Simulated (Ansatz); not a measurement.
# V (P-1) in Ansatz: convergence with ecutrho ratio

Aim: find how far ecutrho ratio must go before the results for V settle, at PBE. This setting moves, with any that are tied to it; all else stays.

Program: Ansatz 0.2.0. These are calculated values, not measurements. Logs are shortened: lines on timing, memory, paths and dates and some standing lists are left out, and cuts for length are marked.

### 1 Starting point

The typed cell holds 1 atom: a = 2.764 Å, b = 2.587 Å, c = 2.694 Å, α = 57.81°, β = 58.52°, γ = 63.76°.

This isn't the form of V at room conditions, which is bcc.

### 2 With ecutrho ratio 4

Input file input.yaml:

```yaml
crystal:
  lattice:
    - [-0.07564863, 2.04812515, 1.85486184]
    - [1.90212924, 0.02633807, 1.75287514]
    - [1.8823854, 1.92639461, 0.04608192]
  atoms:
    - { symbol: V, position: [0.0, 0.0, 0.0], spin: 2.0 }
hamiltonian:
  xc: pbe
  pseudopotentials: { kind: paw }
magnetization:
  spin_polarized: true
kpoints:
  mp_grid: { grid: [8, 9, 9] }
scf:
  occupations: { method: gaussian, width: 0.05 }
output:
  forces: true
  stress: true
  eigenvalues: true
basis:
  ecutrho_ratio: 4
```

Potentials or basis: Ansatz PAW.

Command:

```console
ansatz run input.yaml --threads 2 --pin off --max-ram 5632MiB --backend cpu --events-out ev --progress --plain --runs-dir out
```

The log of the run:

```text
Warning: RAYON_NUM_THREADS=2 ignored (pool sized by the plan → 2); use --threads N
Engine: ansatz 0.2.0, aarch64-unknown-linux-gnu
Pseudopotentials: kind: paw
Pseudopotential: V, paw, valence charge 13, recommended cutoff 420 eV (normal), V.paw.azcp
Functional definition: PBE
  parameter kappa = 0.804
  parameter beta = 0.06672455060314922
  exchange = pbe_x(kappa = kappa, mu = beta*pi^2/3)
  correlation = pbe_c(beta = beta)
Crystal: 1 atoms, lattice volume = 13.539 Å³
Basis set: ecut = 420 eV, 275 PW (Γ), exchange–correlation on 40×36×40 points (8 copies of the dense FFT grid, shifted against one another)
Bands: 12, of which v1, the nominal top of the filled ones, is band 7 counted from 1 (6 counted from 0)
Symmetry: 2 space group operations
Space group: P-1 (ITA 2), of the structure as read, at distance tolerance 2.4e-5 Å
Magnetic group: BNS 2.4 (UNI 4), of the structure as read, at distance tolerance 2.4e-5 Å
k-points: 325 of 648
Non-local potential: V, projectors of the file, l = 0: 3, l = 1: 2, l = 2: 3, l = 3: 1
PAW form: soft (Blöchl's): semilocal exchange-correlation on the pseudo side does not see the compensation charge
PAW one-centre angular grid: V, 590 points (default); XC on 64 Gauss nodes
Initial density: superposition of atomic densities (chi_scale 0.1, normalization cell)
Starting moments: Σ|m| = 2 μB on 1 of 1 site
Initial wavefunctions: pseudopotential atomic-orbital guess
Functional: x = pbe(κ = 0.804, μ = 0.2195149727645171), c = pbe(β = 0.06672455060314922)
SCF iter   1: F=—  HF=-2913.250688 eV  |F-HF|=—  |Δ(HF+E_count)|=         —  Δρ=1.79e-1 (↑1.79e-1 ↓8.55e-2)  dr2=1.55e0  dr2_m=2.04e0  M=0.365 μB ∫|m|=0.365 μB  β_m=0.30  ethr=3.10e-3  ⟨swp⟩=4.1  Hψ=36368  notcnv=0
Mixer restart at iter 1: flushing history
preconditioner: auto → none  [metal: Δε(μ)=0.003 eV  Ē_g=9.011 eV  σ=0.050 eV  W_gap=0.03  n_scr=0 (ndim 8)  ℏωp=22.6 eV  f_vac=0.000  D(μ)=1.24/eV (n_scr^D=14)]
SCF iter   2: F=—  HF=-2912.106706 eV  |F-HF|=—  |Δ(HF+E_count)|=    1.14e0  Δρ=9.56e-2 (↑9.56e-2 ↓8.13e-2)  dr2=8.76e-2  dr2_m=9.47e-1  M=0.377 μB ∫|m|=0.377 μB  β_m=0.46  ethr=3.10e-3  ⟨swp⟩=3.0  Hψ=19940  notcnv=0  defer=835
SCF iter   3: F=—  HF=-2912.137530 eV  |F-HF|=—  |Δ(HF+E_count)|=   3.08e-2  Δρ=3.87e-2 (↑3.84e-2 ↓3.87e-2)  dr2=2.04e-3  dr2_m=1.83e-1  M=0.249 μB ∫|m|=0.249 μB  β_m=0.61  ethr=6.74e-4  ⟨swp⟩=2.1  Hψ=10813  notcnv=0  defer=835
SCF iter   4: F=—  HF=-2912.211970 eV  |F-HF|=—  |Δ(HF+E_count)|=   7.44e-2  Δρ=4.90e-3 (↑4.65e-3 ↓4.90e-3)  dr2=1.61e-3  dr2_m=2.15e-3  M=0.085 μB ∫|m|=0.085 μB  β_m=0.80  ethr=1.57e-5  ⟨swp⟩=2.0  Hψ=14337  notcnv=0  defer=835
SCF iter   5: F=—  HF=-2912.211919 eV  |F-HF|=—  |Δ(HF+E_count)|=   5.03e-5  Δρ=1.27e-3 (↑1.27e-3 ↓9.59e-4)  dr2=2.91e-4  dr2_m=7.70e-5  M=0.027 μB ∫|m|=0.027 μB  β_m=0.84  ethr=1.24e-5  ⟨swp⟩=2.5  Hψ=12075  notcnv=0  defer=829
SCF iter   6: F=—  HF=-2912.212310 eV  |F-HF|=—  |Δ(HF+E_count)|=   3.91e-4  Δρ=1.06e-3 (↑1.06e-3 ↓6.43e-4)  dr2=4.43e-5  dr2_m=8.37e-5  M=0.016 μB ∫|m|=0.016 μB  β_m=0.92  ethr=2.24e-6  ⟨swp⟩=2.4  Hψ=10434  notcnv=0  defer=828
SCF iter   7: F=—  HF=-2912.212376 eV  |F-HF|=—  |Δ(HF+E_count)|=   6.62e-5  Δρ=2.19e-4 (↑2.19e-4 ↓1.20e-4)  dr2=5.04e-6  dr2_m=2.53e-6  M=0.003 μB ∫|m|=0.003 μB  β_m=0.89  ethr=3.40e-7  ⟨swp⟩=2.3  Hψ=11430  notcnv=0  defer=828
SCF iter   8: F=—  HF=-2912.212379 eV  |F-HF|=—  |Δ(HF+E_count)|=   2.56e-6  Δρ=3.02e-5 (↑3.02e-5 ↓2.04e-5)  dr2=8.64e-8  dr2_m=5.72e-8  M=0.000 μB ∫|m|=0.000 μB  β_m=0.95  ethr=3.88e-8  ⟨swp⟩=2.9  Hψ=11869  notcnv=0  defer=828
SCF iter   9: F=—  HF=-2912.212379 eV  |F-HF|=—  |Δ(HF+E_count)|=   1.65e-7  Δρ=3.21e-6 (↑2.96e-6 ↓3.21e-6)  dr2=3.14e-10  dr2_m=9.89e-10  M=0.000 μB ∫|m|=0.000 μB  β_m=0.96  ethr=6.65e-10  ⟨swp⟩=2.0  Hψ=11338  notcnv=0  defer=828
SCF iter  10: F=—  HF=-2912.212379 eV  |F-HF|=—  |Δ(HF+E_count)|=   1.05e-9  Δρ=8.92e-7 (↑8.92e-7 ↓8.25e-7)  dr2=1.72e-10  dr2_m=2.92e-11  M=0.000 μB ∫|m|=0.000 μB  β_m=0.96  ethr=2.41e-12  ⟨swp⟩=2.0  Hψ=12086  notcnv=0  defer=828
SCF iter  11: F=-2912.212379 eV  HF=-2912.212379 eV  |F-HF|=9.14e-11  |Δ(HF+E_count)|=  2.77e-11  Δρ=5.55e-7 (↑5.55e-7 ↓4.85e-7)  dr2=1.12e-10  dr2_m=2.66e-12  M=-0.000 μB ∫|m|=0.000 μB  ethr=1.32e-12  ⟨swp⟩=4.7  Hψ=31508  notcnv=0
SCF 1 converged in 11 iterations: F = -2912.212379 eV  dr2 = 1.12e-10
WARN: the starting moments were not kept: the SCF closed with an absolute magnetisation of 3.5e-6 μB, where they sum to 2 μB in size (1 site). That is at most 0.1 of that sum. Measured as dr2_m measures the in/out step, that magnetisation stands 5.6e-12 eV from none, at or under the dr2_threshold of 1.0e-7 eV: it is no larger than a step whose dr2_m would equal this threshold. The system may hold no moment; this SCF shows only that its start led to no more than that. To try another start: raise the starting moments (crystal.atoms[].spin, magnetization.per_species, magnetization.initial_magnetization, or on a non-collinear deck that types none of these the spinor_matrix: blocks that start its atoms; where the total moment is fixed, keep their sum and leave initial_magnetization as it is; typed ones take the place of any that the run laid by itself, positive ones on a crystal's lanthanoids without a Hubbard term where scf.initial_density.shell_occupations: [] is typed) or, if the notice of its spin-set hold's release reads "site moments contracting" or "site moments show no strong build", lengthen the hold (scf.mixing.spin_hold: { on: { confirm: 4 } }; for m-r²SCAN on two components see the key's manual first). Each may lead to a state that holds a moment. A second SCF, from the converged charge density, with the starting moments and any scf.initial_density.shell_occupations laid on it anew, would have followed, and was not run: the deck does not ask for one (magnetization.retry_lost_moments is false, the default). To let it run, set magnetization.retry_lost_moments: true and run the deck again, where that key's refused combinations let it; where memory then withholds it, that run's warning says so.
SCF converged after 11 iterations
Magnetization: -0.0000 μB (6.5000 up, 6.5000 down)
Absolute magnetization: 0.0000 μB (∫|ρ↑−ρ↓|, with the PAW one-centre terms)
Spin contamination: 0.0000 ħ² per cell (⟨S²⟩ above its minimum at these occupations)
Per-site moments (μB) at R_I (Å): [(-2.32891961165245e-6, 1.0535921680290048)]
Free energy (F): -2912.212379 eV
Harris-Foulkes:  -2912.212379 eV  (|F-HF|=9.14e-11)
Internal energy: -2912.210189 eV  (E = F + TS)
E sigma→0 (E₀):  -2912.211284 eV
Entropy (-TS):   -0.002190 eV (-2.190 meV/atom)
Fermi energy:    16.655396 eV
--- Per-component energies (eV) ---
  E_band       = -145.480018
  E_kinetic    = 336.502606
  E_local      = -900.786138  (includes V_loc(G=0)·N_el)
  E_nonlocal   = -45.518566
  E_hartree    = 413.728143
  E_xc         = -130.509964
  E_vxc        = -165.458751  (∫ρ·V_xc dr)
  E_paw        = -1112.701889  (= ΣΔE_a)
  E_vpaw       = -197.675291  (= ΣTr[D̂ρ^β])
  E_aug_tail   = 0.000269  (compensation charges beyond the density's cutoff)
  E_ewald      = -1472.924649
  E_smearing   = -0.002190  (= −TS)
  E_closure    = 0.000000  (closes the sum)
  Σ components = -2912.212379   (vs F -2912.212379, Δ=0.00e0)
--- Forces (eV/Å), atoms counted from 1 ---
  atom   1  V      0.00000000     0.00000000     0.00000000
  max |Σ_I F_I| component: 0.00e0 eV/Å
--- Stress (GPa, compression-positive) ---
        8.448635       1.649096       0.516004
        1.649096      11.006546      -2.569331
        0.516004      -2.569332      -8.460919
  P = ⅓ Tr σ = 3.6648 GPa (36.648 kbar)
--- Band table (eV; the first three rows and the last of 650) ---
  k-point 0 ↑: bands = ["-47.2581", "-20.6765", "-20.5362", "-20.4603", "9.8635", "16.2487", "16.8539", "17.6541", "18.3635", "19.1786", "34.4653", "38.0673"]
  k-point 1 ↑: bands = ["-47.2329", "-20.7001", "-20.6156", "-20.5118", "10.3578", "16.4340", "16.8321", "17.6408", "18.2278", "19.0073", "34.8225", "37.6279"]
  k-point 2 ↑: bands = ["-47.1684", "-20.9276", "-20.7210", "-20.5637", "11.6507", "16.4527", "16.6308", "17.8857", "18.3288", "18.8353", "33.5570", "35.0678"]
  k-point 324 ↓: bands = ["-46.9731", "-21.3752", "-20.9773", "-20.9511", "13.4761", "14.1277", "18.8431", "19.5872", "20.1163", "23.1926", "28.9805", "29.1707"]
```

Wall time 6 s (2 threads of Arm Neoverse V1, shared host); peak memory 0.37 GiB.

Results:

```yaml
Free_energy: -2912.2124 eV
Pressure: 3.7 GPa
Band_gap_on_the_k_mesh: none (metal or under the smearing width)
Net_moment: 0.00 μB per cell
Absolute_moment: 0.00 μB per cell
```

### 3 With ecutrho ratio 5

input.yaml, as its differences from that of step 2:

```diff
@@ -21,2 +21,2 @@
 basis:
-  ecutrho_ratio: 4
+  ecutrho_ratio: 5
```

Potentials or basis: Ansatz PAW.

Command:

```console
ansatz run input.yaml --threads 2 --pin off --max-ram 5632MiB --backend cpu --events-out ev --progress --plain --runs-dir out
```

Run time: 6.2 s. Hardware: 2 threads of Arm Neoverse V1, shared host; peak memory 0.37 GiB.

What came out:

```
Free energy            : -2912.2124 eV
Pressure               : 3.7 GPa
Band gap on the k mesh : none (metal or under the smearing width)
Net moment             : 0.00 μB per cell
Absolute moment        : 0.00 μB per cell
```

### 4 With ecutrho ratio 6

input.yaml, as its differences from that of step 3:

```diff
@@ -21,2 +21,2 @@
 basis:
-  ecutrho_ratio: 5
+  ecutrho_ratio: 6
```

Command:

```console
ansatz run input.yaml --threads 2 --pin off --max-ram 5632MiB --backend cpu --events-out ev --progress --plain --runs-dir out
```

Run time: 6.2 s. Hardware: 2 threads of Arm Neoverse V1, shared host; peak memory 0.37 GiB.

Results:

- Free energy: -2912.2124 eV
- Pressure: 3.7 GPa
- Band gap on the k mesh: none (metal or under the smearing width)
- Net moment: 0.00 μB per cell
- Absolute moment: 0.00 μB per cell

### 5 With ecutrho ratio 8

input.yaml, as its differences from that of step 4:

```diff
@@ -21,2 +21,2 @@
 basis:
-  ecutrho_ratio: 6
+  ecutrho_ratio: 8
```

Command:

```console
ansatz run input.yaml --threads 2 --pin off --max-ram 5632MiB --backend cpu --events-out ev --progress --plain --runs-dir out
```

Wall time 6.6 s (2 threads of Arm Neoverse V1, shared host); peak memory 0.38 GiB.

The run converged. Its results:

* Free energy: -2912.2124 eV
* Pressure: 3.7 GPa
* Band gap on the k mesh: none (metal or under the smearing width)
* Net moment: 0.00 μB per cell
* Absolute moment: 0.00 μB per cell

### 6 With ecutrho ratio 10

input.yaml, as its differences from that of step 5:

```diff
@@ -21,2 +21,2 @@
 basis:
-  ecutrho_ratio: 8
+  ecutrho_ratio: 10
```

Potentials or basis: Ansatz PAW.

Command:

```console
ansatz run input.yaml --threads 2 --pin off --max-ram 5632MiB --backend cpu --events-out ev --progress --plain --runs-dir out
```

Run time: 7.2 s. Hardware: 2 threads of Arm Neoverse V1, shared host; peak memory 0.39 GiB.

The run converged. Its results:

| Property | Result |
| --- | --- |
| Free energy | -2912.2124 eV |
| Pressure | 3.7 GPa |
| Band gap on the k mesh | none (metal or under the smearing width) |
| Net moment | 0.00 μB per cell |
| Absolute moment | 0.00 μB per cell |

### 7 With ecutrho ratio 12

input.yaml, as its differences from that of step 6:

```diff
@@ -21,2 +21,2 @@
 basis:
-  ecutrho_ratio: 10
+  ecutrho_ratio: 12
```

Command:

```console
ansatz run input.yaml --threads 2 --pin off --max-ram 5632MiB --backend cpu --events-out ev --progress --plain --runs-dir out
```

Run time: 6.7 s. Hardware: 2 threads of Arm Neoverse V1, shared host; peak memory 0.4 GiB.

It converged, with:

```
Free energy            : -2912.2124 eV
Pressure               : 3.7 GPa
Band gap on the k mesh : none (metal or under the smearing width)
Net moment             : 0.00 μB per cell
Absolute moment        : 0.00 μB per cell
```

### 8 Summary

```tsv
ecutrho ratio	energy less the tightest run, at zero smearing (meV/atom)	SCF cycles	CPU time (s)	peak memory (GiB)
4	0.00	11	12	0.37
5	0.00	11	12	0.37
6	0.00	11	12	0.37
8	0.00	11	13	0.38
10	0.00	11	13	0.39
12	0.00	11	13	0.4
```

Against the tightest run, the energy stays within 1 meV/atom from 4 on. The tightest run that finished is the yardstick and may itself not be fully converged.

Caveats: the starting moments weren't kept.
